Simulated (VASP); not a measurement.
A run of VASP 6.6.1 is set up as follows.

INCAR

```
PREC = Accurate
ENCUT = 600
EDIFF = 1E-6
ISMEAR = 0
SIGMA = 0.01
LREAL = F
LASPH = T
NELM = 100
ALGO = Fast
ISIF = 3
LWAVE = F
LCHARG = F
GGA = RE
IVDW = 12
IBRION = 2
NSW = 80
EDIFFG = -0.01
```

Contents of KPOINTS:

```
regular mesh
0
Gamma
  6 6 6
```

Contents of POSCAR:

```
GaP
1.0
    0.0000000000      2.7252500000      2.7252500000
    2.7252500000      0.0000000000      2.7252500000
    2.7252500000      2.7252500000      0.0000000000
Ga P
1 1
Direct
    0.0000000000      0.0000000000      0.0000000000
    0.2500000000      0.2500000000      0.2500000000
```

Potentials or basis: VASP PAW PBE potentials, release 64 (Ga_d, P).

Run with:

```console
$ cat potpaw_PBE.64/Ga_d/POTCAR potpaw_PBE.64/P/POTCAR > POTCAR
$ mpirun -np 1 vasp_std > vasp.out
```

What does it give for the dispersion energy per atom?

-0.623 eV.

What does it give for the band gap on the k mesh?

1.68 eV, indirect (least direct gap 2.08 eV).

Estimate the space group after relaxing (to 0.05 Å).

F-43m (No. 216).

Final structure:
```
CELL_PARAMETERS angstrom
0.00000 2.70834 2.70834
2.70834 0.00000 2.70834
2.70834 2.70834 0.00000
ATOMIC_POSITIONS crystal
Ga 0.00000 0.00000 0.00000
P 0.25000 0.25000 0.25000
```

 A k mesh can miss the band edges.
